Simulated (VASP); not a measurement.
# SnTe (Fm-3m) in VASP: further runs, part 2 of 2

VASP 6.6.1. Earlier steps stand in the parts before.

### 3 Single point, PBEsol

Input file INCAR:

```
PREC = Accurate
ENCUT = 520
EDIFF = 1E-6
ISMEAR = 0
SIGMA = 0.1
LREAL = F
LASPH = T
NELM = 100
ALGO = Normal
ISIF = 2
LWAVE = F
LCHARG = T
GGA = PS
LELF = T
LVHAR = T
NBANDS = 17
```

Input file KPOINTS:

```
Automatic mesh
0
Gamma
  18 18 18
```

Input file POSCAR:

```
SnTe
1.0
    0.0000000000      3.1449300000      3.1449300000
    3.1449300000      0.0000000000      3.1449300000
    3.1449300000      3.1449300000      0.0000000000
Sn Te
1 1
Direct
    0.0000000000      0.0000000000      0.0000000000
    0.5000000000      0.5000000000      0.5000000000
```

Potentials or basis: VASP PAW PBE potentials, release 64 (Sn_d, Te).

Run with:

```console
> cat potpaw_PBE.64/Sn_d/POTCAR potpaw_PBE.64/Te/POTCAR > POTCAR
> mpirun -np 1 vasp_std > vasp.out
```

OUTCAR:

```text
PREC = Accurate
   ENCUT = 520
   EDIFF = 1E-6
   ISMEAR = 0
   LREAL = F
   LASPH = T
   NELM = 100
   ISIF = 2
   GGA = PS

 ion  position               nearest neighbor table
   1  0.000  0.000  0.000-   2 3.14   2 3.14   2 3.14   2 3.14   2 3.14   2 3.14
   2  0.500  0.500  0.500-   1 3.14   1 3.14   1 3.14   1 3.14   1 3.14   1 3.14

  LATTYP: Found a face centered cubic cell.
 ALAT       =     6.2898600000

  Lattice vectors:

 A1 = (   0.0000000000,   3.1449300000,   3.1449300000)
 A2 = (   3.1449300000,   0.0000000000,   3.1449300000)
 A3 = (   3.1449300000,   3.1449300000,   0.0000000000)

Analysis of symmetry for initial positions (statically):
=====================================================================
 Subroutine PRICEL returns:
 Original cell was already a primitive cell.

 Routine SETGRP: Setting up the symmetry group for a
 face centered cubic supercell.

 Subroutine GETGRP returns: Found 48 space group operations
 (whereof 48 operations were pure point group operations)
 out of a pool of 48 trial point group operations.

The static configuration has the point symmetry O_h .

Analysis of symmetry for dynamics (positions and initial velocities):
=====================================================================
 Subroutine PRICEL returns:
 Original cell was already a primitive cell.

 Routine SETGRP: Setting up the symmetry group for a
 face centered cubic supercell.

 Subroutine GETGRP returns: Found 48 space group operations
 (whereof 48 operations were pure point group operations)
 out of a pool of 48 trial point group operations.

The dynamic configuration has the point symmetry O_h .

 Subroutine INISYM returns: Found 48 space group operations
 (whereof 48 operations are pure point group operations),
 and found     1 'primitive' translations

----------------------------------------------------------------------------------------

                                     Primitive cell

  volume of cell :      62.2104

  direct lattice vectors                    reciprocal lattice vectors
     0.000000000  3.144930000  3.144930000    -0.158986051  0.158986051  0.158986051
     3.144930000  0.000000000  3.144930000     0.158986051 -0.158986051  0.158986051
     3.144930000  3.144930000  0.000000000     0.158986051  0.158986051 -0.158986051

  length of vectors
     4.447602659  4.447602659  4.447602659     0.275371917  0.275371917  0.275371917

  position of ions in fractional coordinates (direct lattice)
     0.000000000  0.000000000  0.000000000
     0.500000000  0.500000000  0.500000000

  ion indices of the primitive-cell ions
   primitive index   ion index
                 1           1
                 2           2

----------------------------------------------------------------------------------------

 KPOINTS: Automatic mesh

Automatic generation of k-mesh.
 Grid dimensions read from file:
 generate k-points for:   18   18   18

 Generating k-lattice:

  Cartesian coordinates                     Fractional coordinates (reciprocal lattice)
    -0.008832558  0.008832558  0.008832558     0.055555556  0.000000000  0.000000000
     0.008832558 -0.008832558  0.008832558     0.000000000  0.055555556  0.000000000
     0.008832558  0.008832558 -0.008832558     0.000000000  0.000000000  0.055555556

  Length of vectors
     0.015298440  0.015298440  0.015298440

  Shift w.r.t. Gamma in fractional coordinates (k-lattice)
     0.000000000  0.000000000  0.000000000

 Subroutine IBZKPT returns following result:
 ===========================================

 Found    195 irreducible k-points:

 Following reciprocal coordinates:
            Coordinates               Weight
  0.000000  0.000000  0.000000      1.000000
  0.055556  0.000000  0.000000      8.000000
  0.111111  0.000000  0.000000      8.000000
  0.166667  0.000000  0.000000      8.000000
  0.222222  0.000000  0.000000      8.000000
  0.277778  0.000000  0.000000      8.000000
[... 16 lines left out ...]
 -0.277778  0.055556  0.000000     24.000000
 -0.222222  0.055556  0.000000     24.000000
 [... further k-points ...]
   k-points           NKPTS =    195   k-points in BZ     NKDIM =    195   number of bands    NBANDS=     17
   number of dos      NEDOS =    301   number of ions     NIONS =      2
   total plane-waves  NPLWV =  46656
   dimension x,y,z NGX =    36 NGY =   36 NGZ =   36
   dimension x,y,z NGXF=    72 NGYF=   72 NGZF=   72
   ions per type =               1   1
   NGX,Y,Z   is equivalent  to a cutoff of  13.46, 13.46, 13.46 a.u.
   NGXF,Y,Z  is equivalent  to a cutoff of  26.91, 26.91, 26.91 a.u.
 SYSTEM =  unknown system
   PREC   = accura    normal or accurate (medium, high low for compatibility)
   ISTART =      0    job   : 0-new  1-cont  2-samecut
   ICHARG =      2    charge: 1-file 2-atom 10-const
   ISPIN  =      1    spin polarized calculation?
   LNONCOLLINEAR =      F non collinear calculations
   LSORBIT =      F    spin-orbit coupling
   LASPH  =      T    aspherical Exc in radial PAW
   ENCUT  =  520.0 eV  38.22 Ry    6.18 a.u.   8.27  8.27  8.27*2*pi/ulx,y,z
   NELM   =    100;   NELMIN=  2; NELMDL= -5     # of ELM steps
   EDIFF  = 0.1E-05   stopping-criterion for ELM
   LREAL  =      F    real-space projection
   EDIFFG = 0.1E-04   stopping-criterion for IOM
   NSW    =      0    number of steps for IOM
   IBRION =     -1    ionic relax: 0-MD 1-quasi-New 2-CG
   NFREE  =      0    steps in history (QN), initial steepest desc. (CG)
   ISIF   =      2    stress and relaxation
   ISYM   =      2    0-nonsym 1-usesym 2-fastsym
   POTIM  = 0.5000    time-step for ionic-motion
   TEBEG  =    0.0;   TEEND  =   0.0 temperature during run
   PSTRESS=    0.0 pullay stress
   NELECT =      20.0000    total number of electrons
   NUPDOWN=      -1.0000    fix difference up-down
   EMIN   =  10.00;   EMAX   =-10.00  energy-range for DOS
   EFERMI =   0.00;   METHOD = LEGACY
   ISMEAR =     0;   SIGMA  =   0.10  broadening in eV -4-tet -1-fermi 0-gaus
   EFERMI_NEDOS =   21; number of points for ismear=-14 and -15
   IALGO  =     38    algorithm
   IMIX   =      4    mixing-type and parameters
     AMIX     =   0.40;   BMIX     =  1.00
     AMIX_MAG =   1.60;   BMIX_MAG =  1.00
  volume/ion in A,a.u.               =      31.11       209.91
  Fermi-wavevector in a.u.,A,eV,Ry     =   1.121495  2.119317 17.112729  1.257750
  Thomas-Fermi vector in A             =   2.258148
   LORBIT       =      0    0 simple, 1 ext, 2 COOP (PROOUT), +10 PAW based schemes
   GGA     = PS    functional components
   LHFCALC =     F    Hartree Fock is set to
   AEXX    =    0.0000 exact exchange contribution
   IVDW    =     0    specifies the selected vdW correction
   LEPSILON=     F    determine dielectric tensor
   LRPA    =     F    only Hartree local field effects (RPA)
 non-spin polarized calculation
 Gauss-broadening in eV      SIGMA  =   0.10
  energy-cutoff  :      520.00
  volume of cell :       62.21
 maximum number of plane-waves:      1698
 NGX is ok and might be reduce to    36
   NGX = 17   NGY = 17   NGZ = 17

 number of electron      19.9999998 magnetization

 Free energy of the ion-electron system (eV)
  ---------------------------------------------------
  ext. energy  EPLUGINS =         0.00000000
  ---------------------------------------------------
  free energy    TOTEN  =        -8.33910480 eV

  energy without entropy =       -8.33901445  energy(sigma->0) =       -8.33905963

 E-fermi :   6.8700     XC(G=0):  -9.6770

 val. band max:        6.8219567443   @ k =   0.5000   0.0000   0.0000
 cond. band min:       6.9808022208   @ k =   0.5000   0.0000   0.0000
 fundamental gap:      0.1588454765
 Fermi energy:         6.8699693708

 k-point     1 :       0.0000    0.0000    0.0000
  band No.  band energies     occupation
      1     -14.9053      2.00000
      2     -14.9053      2.00000
      3     -14.8982      2.00000
      4     -14.8982      2.00000
      5     -14.8982      2.00000
      6      -5.9857      2.00000
[... 9 lines left out ...]
     16      11.5814      0.00000
     17      13.5492      0.00000
[... 441 lines left out ...]
 k-point    24 :      -0.2222    0.0556    0.0000
  band No.  band energies     occupation
      1     -14.9082      2.00000
      2     -14.9072      2.00000
      3     -14.8974      2.00000
      4     -14.8953      2.00000
      5     -14.8944      2.00000
      6      -5.4907      2.00000
[... 9 lines left out ...]
     16      13.2658      0.00000
     17      15.7786      0.00000

 [... further k-points ...]

------------------------ aborting loop because EDIFF is reached ----------------------------------------

  FORCE on cell =-STRESS in cart. coord.  units (eV):
  Direction    XX          YY          ZZ          XY          YZ          ZX
  --------------------------------------------------------------------------------------
  -------------------------------------------------------------------------------------
  Total       -0.0164679     -0.0164679     -0.0164679      0.0000000      0.0000000      0.0000000
  in kB       -0.4241173     -0.4241173     -0.4241173      0.0000000      0.0000000      0.0000000
  external PRESSURE =      -0.4241173 kB  Pullay stress =       0.0000000 kB

 VOLUME and BASIS-vectors are now :
 -----------------------------------------------------------------------------
  energy-cutoff  :      520.00
  volume of cell :       62.21
      direct lattice vectors                 reciprocal lattice vectors
     0.000000000  3.144930000  3.144930000    -0.158986051  0.158986051  0.158986051
     3.144930000  0.000000000  3.144930000     0.158986051 -0.158986051  0.158986051
     3.144930000  3.144930000  0.000000000     0.158986051  0.158986051 -0.158986051

 POSITION                                       TOTAL-FORCE (eV/Angst)
 -----------------------------------------------------------------------------------
      0.00000      0.00000      0.00000         0.000000     -0.000000      0.000000
      3.14493      3.14493      3.14493        -0.000000      0.000000     -0.000000
 -----------------------------------------------------------------------------------
    total drift:                               -0.000000      0.000000      0.000000

  FREE ENERGIE OF THE ION-ELECTRON SYSTEM (eV)
  ---------------------------------------------------
  free  energy   TOTEN  =        -8.3391048042 eV

  energy  without entropy=       -8.3390144491  energy(sigma->0) =       -8.33905963
```

OSZICAR:

```text
N       E                     dE             d eps       ncg     rms          rms(c)
DAV:   1     0.126900087034E+03    0.12690E+03   -0.95192E+03  6692   0.135E+03
DAV:   2     0.345881867215E+01   -0.12344E+03   -0.12008E+03  7100   0.334E+02
DAV:   3    -0.804918253080E+01   -0.11508E+02   -0.11405E+02  8209   0.900E+01
DAV:   4    -0.838134310003E+01   -0.33216E+00   -0.33190E+00  7830   0.159E+01
DAV:   5    -0.839423149360E+01   -0.12888E-01   -0.12888E-01  9680   0.306E+00    0.471E+00
DAV:   6    -0.834167282427E+01    0.52559E-01   -0.11231E-01  9287   0.262E+00    0.294E+00
DAV:   7    -0.833964542311E+01    0.20274E-02   -0.44414E-02  8598   0.125E+00    0.709E-01
DAV:   8    -0.833906184270E+01    0.58358E-03   -0.67257E-03  8455   0.694E-01    0.153E-01
DAV:   9    -0.833912333024E+01   -0.61488E-04   -0.56602E-04  9070   0.214E-01    0.327E-02
DAV:  10    -0.833910512927E+01    0.18201E-04   -0.69361E-05  8833   0.751E-02    0.199E-02
DAV:  11    -0.833910500121E+01    0.12806E-06   -0.30518E-05  8899   0.457E-02    0.269E-02
DAV:  12    -0.833910480419E+01    0.19702E-06   -0.25090E-06  7007   0.129E-02
   1 F= -.83391048E+01 E0= -.83390596E+01  d E =-.903550E-04
```

stdout:

```text
POSCAR found type information on POSCAR SnTe
 POSCAR found :  2 types and       2 ions
 scaLAPACK will be used
 -----------------------------------------------------------------------------
|                                                                             |
|                                                                             |
|     You enforced a specific xc type in the INCAR file but a different       |
|     I HOPE YOU KNOW WHAT YOU ARE DOING!                                     |
|                                                                             |
 -----------------------------------------------------------------------------

 LDA part: xc-table for (Slater+PW92), standard interpolation
 POSCAR, INCAR and KPOINTS ok, starting setup
 FFT: planning ... GRIDC
 FFT: planning ... GRID_SOFT
 FFT: planning ... GRID
 WAVECAR not read
 entering main loop
```

It took 1.7 min on 1 thread of AMD EPYC 9R45 (Zen 5), shared host; peak memory 0.33 GiB.

What came out:

| Item | Value |
| --- | --- |
| Free energy | -8.3391 eV |
| Pressure | 0.0 GPa |
| Band gap on the k mesh | 0.16 eV, direct |

Levels at points of the mesh, in eV from the valence-band top:
| k point | band 8 | band 9 | band 10 | band 11 | band 12 | band 13 |
| --- | --- | --- | --- | --- | --- | --- |
| (0.00, 0.00, 0.00) | -2.09 | -2.09 | -2.09 | 3.40 | 3.40 | 3.40 |
| (0.50, 0.00, 0.00) | -1.75 | -1.75 | 0.00 | 0.16 | 0.39 | 0.39 |
| (0.50, 0.50, 0.00) | -5.59 | -3.72 | -3.72 | 2.13 | 5.00 | 5.00 |

Caveat: the PAW data sets were made with another functional, which shifts forces and pressure a little; spin-orbit coupling is left out, which moves the levels of the heavy elements.

### 4 Single point, PBEsol

INCAR, as its differences from that of step 3:

```diff
@@ -1,3 +1,3 @@
 PREC = Accurate
-ENCUT = 520
+ENCUT = 900
 EDIFF = 1E-6
```

Input file KPOINTS:

```
Automatic mesh
0
Gamma
  12 12 12
```

POSCAR is that of step 3.

Run with:

```console
> cat potpaw_PBE.64/Sn_d/POTCAR potpaw_PBE.64/Te/POTCAR > POTCAR
> mpirun -np 1 vasp_std > vasp.out
```

Run time: 94 s. Hardware: 1 thread of AMD EPYC 9R45 (Zen 5), shared host; peak memory 0.39 GiB.

It converged, with:

```
Free energy            : -8.3396 eV
Pressure               : 0.0 GPa
Band gap on the k mesh : 0.16 eV, direct
```

Levels at points of the mesh, in eV from the valence-band top:
```tsv
k point	band 7	band 8	band 9	band 10	band 11	band 12	band 13	band 14
(0.00, 0.00, 0.00)	-4.63	-2.09	-2.09	-2.09	3.40	3.40	3.40	4.76
(0.50, 0.00, 0.00)	-8.33	-1.75	-1.75	0.00	0.16	0.39	0.39	7.76
(0.50, 0.50, 0.00)	-6.44	-5.59	-3.72	-3.72	2.13	5.00	5.00	6.46
```

Caveat: the PAW data sets were made with another functional, which shifts forces and pressure a little; spin-orbit coupling is left out, which moves the levels of the heavy elements.

### 5 Single point, r2SCAN

INCAR, as its differences from that of step 4:

```diff
@@ -1,3 +1,3 @@
 PREC = Accurate
-ENCUT = 900
+ENCUT = 520
 EDIFF = 1E-6
@@ -12,3 +12,4 @@
 LCHARG = T
-GGA = PS
+METAGGA = R2SCAN
+LMIXTAU = T
 LELF = T
```

KPOINTS is that of step 4.

POSCAR is that of step 4.

Run with:

```console
> cat potpaw_PBE.64/Sn_d/POTCAR potpaw_PBE.64/Te/POTCAR > POTCAR
> mpirun -np 1 vasp_std > vasp.out
```

Run time: 4.1 min. Hardware: 1 thread of AMD EPYC 9R45 (Zen 5), shared host; peak memory 0.23 GiB.

It converged, with:

| Quantity | Value |
| --- | --- |
| Free energy | -50.6760 eV |
| Pressure | 1.8 GPa |
| Band gap on the k mesh | 0.01 eV, direct |

Levels at points of the mesh, in eV from the valence-band top:
```tsv
k point	band 6	band 7	band 8	band 9	band 10	band 11	band 12	band 13	band 14	band 15
(0.00, 0.00, 0.00)	-13.65	-4.81	-2.61	-2.61	-2.61	3.35	3.35	3.35	4.85	4.85
(0.50, 0.00, 0.00)	-12.27	-8.95	-2.24	-2.24	0.00	0.01	0.16	0.16	8.13	9.03
(0.50, 0.50, 0.00)	-11.94	-6.88	-6.13	-4.26	-4.26	2.19	5.04	5.04	6.66	9.10
```

Caveat: the PAW data sets were made with another functional, which shifts forces and pressure a little; spin-orbit coupling is left out, which moves the levels of the heavy elements.

### 6 Single point, PBEsol

Input file INCAR:

```
PREC = Accurate
ENCUT = 520
EDIFF = 1E-6
ISMEAR = 0
SIGMA = 0.5
LREAL = F
LASPH = T
NELM = 100
ALGO = Normal
ISIF = 2
LWAVE = F
LCHARG = T
GGA = PS
LELF = T
LVHAR = T
NBANDS = 17
```

KPOINTS is that of step 5.

POSCAR is that of step 5.

Potentials or basis: VASP PAW PBE potentials, release 64 (Sn_d, Te).

Run with:

```console
> cat potpaw_PBE.64/Sn_d/POTCAR potpaw_PBE.64/Te/POTCAR > POTCAR
> mpirun -np 1 vasp_std > vasp.out
```

It took 38 s on 1 thread of AMD EPYC 9R45 (Zen 5), shared host; peak memory 0.22 GiB.

It converged, with:

| Item | Value |
| --- | --- |
| Free energy | -8.3506 eV |
| Pressure | -0.1 GPa |
| Band gap on the k mesh | 0.16 eV, direct |

Levels at points of the mesh, in eV from the valence-band top:
| k point | band 7 | band 8 | band 9 | band 10 | band 11 | band 12 | band 13 | band 14 |
| --- | --- | --- | --- | --- | --- | --- | --- | --- |
| (0.00, 0.00, 0.00) | -4.63 | -2.10 | -2.10 | -2.10 | 3.40 | 3.40 | 3.40 | 4.76 |
| (0.50, 0.00, 0.00) | -8.33 | -1.76 | -1.76 | 0.00 | 0.16 | 0.40 | 0.40 | 7.76 |
| (0.50, 0.50, 0.00) | -6.44 | -5.59 | -3.72 | -3.72 | 2.13 | 5.00 | 5.00 | 6.46 |

Caveat: the PAW data sets were made with another functional, which shifts forces and pressure a little; spin-orbit coupling is left out, which moves the levels of the heavy elements.

### 7 The runs side by side

| level | k mesh | cutoff (eV) | smearing | gap on the mesh (eV) | pressure (GPa) |
| --- | --- | --- | --- | --- | --- |
| PBEsol | 12 × 12 × 12 | 700 | gaussian 0.1 eV | 0.16 | 0.0 |
| PBEsol | 18 × 18 × 18 | 520 | gaussian 0.1 eV | 0.16 | 0.0 |
| PBEsol | 12 × 12 × 12 | 900 | gaussian 0.1 eV | 0.16 | 0.0 |
| r2SCAN | 12 × 12 × 12 | 520 | gaussian 0.1 eV | 0.01 | 1.8 |
| PBEsol | 12 × 12 × 12 | 520 | gaussian 0.5 eV | 0.16 | -0.1 |

Alike in all rows: task single point; potentials or basis VASP PAW PBE potentials, release 64 (Sn_d, Te); no spin polarisation; cell as given.

On the cell as given the gap runs from 0.01 eV (r2SCAN) to 0.16 eV (PBEsol); the meshes differ, which moves gaps too. The pressure there spans -0.1 GPa (PBEsol) to 1.8 GPa (r2SCAN); a positive pressure means that this level wants a larger cell, a negative one a smaller.

Caveats: the PAW data sets were made with another functional, which shifts forces and pressure a little; spin-orbit coupling is left out, which moves the levels of the heavy elements.

Total energies depend on the potentials used, so only differences within one code and one set of settings carry meaning.

### 8 How close it comes

Step 2. Against the measured gap of SnTe, 0.18 eV (direct; 300 K; a printed reference work, textbook), the calculated 0.16 eV is off by -0.02 eV. Spin-orbit coupling on Sn, Te is left out. The value is that of PBEsol on a finite k mesh, which can miss the band edges, without temperature or zero-point motion. Semilocal functionals fall short of measured gaps as a rule. The cell is a database's relaxed one, not the measured one, which moves gaps too.

Step 3. Against the measured gap of SnTe, 0.18 eV (direct; 300 K; a printed reference work, textbook), the calculated 0.16 eV is off by -0.02 eV. Spin-orbit coupling on Sn, Te is left out. The value is that of PBEsol on a finite k mesh, which can miss the band edges, without temperature or zero-point motion. Semilocal functionals fall short of measured gaps as a rule. The cell is a database's relaxed one, not the measured one, which moves gaps too.

Step 4. Against the measured gap of SnTe, 0.18 eV (direct; 300 K; a printed reference work, textbook), the calculated 0.16 eV is off by -0.02 eV. Spin-orbit coupling on Sn, Te is left out. The value is that of PBEsol on a finite k mesh, which can miss the band edges, without temperature or zero-point motion. Semilocal functionals fall short of measured gaps as a rule. The cell is a database's relaxed one, not the measured one, which moves gaps too.

Step 5. Measured gap of SnTe: 0.18 eV (direct; 300 K; a printed reference work, textbook). This calculation gives 0.01 eV (-0.17 eV). Spin-orbit coupling on Sn, Te is left out. The value is that of r2SCAN on a finite k mesh, which can miss the band edges, without temperature or zero-point motion. The cell is a database's relaxed one, not the measured one, which moves gaps too.

Step 6. A measured gap of SnTe is 0.18 eV (direct; 300 K; a printed reference work, textbook); the calculated 0.16 eV misses it by -0.02 eV. Spin-orbit coupling on Sn, Te is left out. The value is that of PBEsol on a finite k mesh, which can miss the band edges, without temperature or zero-point motion. Semilocal functionals fall short of measured gaps as a rule. The cell is a database's relaxed one, not the measured one, which moves gaps too.
